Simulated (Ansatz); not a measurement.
# SnTe: the cost of one run

Code: Ansatz 0.2.0. PAW datasets, plane waves. Spin-unpolarised throughout; all numbers are computed.

The COD entry's cell or inner coordinates are ideal or old and differ from later refinements, so a difference from it is no clean test against experiment.

## Step 1: Starting point

The cell was relaxed beforehand with r2SCAN.

The symmetry is Fm-3m (No. 225, cubic); a = 6.379 Å in the conventional setting, 32.44 Å³ an atom. Sn has 6 Te at 3.19 Å; Te has 6 Sn at 3.19 Å.

The structure in full:

```
Sn Te
1.0
     0.00000    3.18935    3.18935
     3.18935    0.00000    3.18935
     3.18935    3.18935    0.00000
Sn Te
1 1
Direct
  0.00000 0.00000 0.00000
  0.50000 0.50000 0.50000
```

## Step 2: Band structure with PBE

input.yaml reads:

```yaml
crystal:
  lattice:
    - [0.0, 3.189354573, 3.189354573]
    - [3.189354573, 0.0, 3.189354573]
    - [3.189354573, 3.189354573, 0.0]
  atoms:
    - { symbol: Sn, position: [0.0, 0.0, 0.0] }
    - { symbol: Te, position: [0.5, 0.5, 0.5] }
kpoints:
  mp_grid: { grid: [8, 8, 8] }
  band_path:
    path:
      - [[0.0, 0.0, 0.0], [0.5, 7.18928348138e-35, 0.5], [0.625, 0.25, 0.625]]
      - [[0.375, 0.375, 0.75], [0.0, 0.0, 0.0], [0.5, 0.5, 0.5], [0.5, 0.25, 0.75], [0.5, 7.18928348138e-35, 0.5]]
    npoints: 10
hamiltonian:
  xc: pbe
scf:
  occupations: { method: fermi_dirac, width: 0.02 }
  n_extra_bands: 4
output:
  forces: true
  stress: true
  eigenvalues: true
```

Started as:

```bash
ansatz run input.yaml --threads 2 --pin off --max-ram 4608MiB --backend cpu --events-out ev --progress --plain --runs-dir out
```

What time and memory should one allow on 2 threads of Arm Neoverse V2, shared host?

About 2 s, with a peak of 0.34 GiB.
